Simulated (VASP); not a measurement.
A run of VASP 6.6.1 is set up as follows.

File INCAR:

```
SYSTEM = Si
ALGO = Normal ; EDIFF = 1E-6
EDIFFG = -0.01 ; ENCUT = 520
IBRION = 2 ; ISIF = 2
ISMEAR = 0 ; LASPH = .True.
LCHARG = .False. ; LMIXTAU = .True.
LREAL = .False. ; LWAVE = .False.
METAGGA = R2SCAN ; NELM = 100
NSW = 60 ; PREC = Accurate
SIGMA = 0.05
```

The input KPOINTS:

```
k-points
0
Gamma
  6 6 7
  0 0 0
```

The input POSCAR:

```
Si
1.0
    4.1209500000      0.0000000000      0.0000000000
   -2.0604700000      3.5688500000      0.0000000000
    0.0000000000      0.0000000000      2.6547900000
Si
2
Direct
    0.3509020000      0.6614130000      0.5008100000
    0.6735690000      0.3504720000      0.4985480000
```

Potentials or basis: VASP PAW PBE potentials, release 64 (Si).

Run with:

```bash
$ cat potpaw_PBE.64/Si/POTCAR > POTCAR
$ mpirun -np 1 vasp_std > vasp.out
```

Predict the energy gained by relaxing.

46.9 meV/atom.

What does it give for the band gap on the k mesh?

None (metal or under the smearing width).

Stress tensor (GPa, compression positive):
```
-5.64  0.00  0.00
 0.00 -5.64  0.00
 0.00  0.00  6.77
```

Caveat: the PAW data sets were made with another functional, which shifts forces and pressure a little.
